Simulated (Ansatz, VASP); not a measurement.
Two plane-wave programs on ZnO

```
CELL_PARAMETERS angstrom
3.13552 0.00000 0.00000
-1.56776 2.71544 0.00000
0.00000 0.00000 5.04870
ATOMIC_POSITIONS crystal
Zn 0.33333 0.66667 0.49966
Zn 0.66667 0.33333 0.99966
O 0.66667 0.33333 0.37935
O 0.33333 0.66667 0.87935
```

Alike in both runs: functional r2SCAN; k mesh 12 × 12 × 6; occupations gaussian, width 0.02 eV; no spin polarisation.

Ansatz relaxed the structure, and its values are those at the end. VASP's run is a single point on that final structure, the one shown.

```csv
,VASP,Ansatz
version,VASP 6.6.1,Ansatz 0.2.0
potentials or method,"VASP PAW PBE potentials, release 64 (Zn, O)","scalar-relativistic, plane waves, PAW"
plane-wave cutoff (eV),520,500
valence electrons in the cell,36,36
```

|  | VASP | Ansatz | Ansatz less VASP |
| --- | --- | --- | --- |
| gap on the k mesh at the Fermi level (eV) | 1.38 | 1.37 | -0.004 |
| least direct gap on the mesh (eV) | 1.38 | 1.37 | -0.004 |
| pressure (GPa) | 19.1 | 17.4 | -1.73 |
| rms of the force components (eV/Å) | 0.003 | 0.000 | -0.0032 |

Caveats: so large a pressure means that the cell lies far from this level's equilibrium, or that cutoff or potentials fall short (VASP); the potentials were made for another functional, which shifts forces and pressure (VASP). r2SCAN opens gaps a little over a GGA but as a rule still falls short of measured ones.
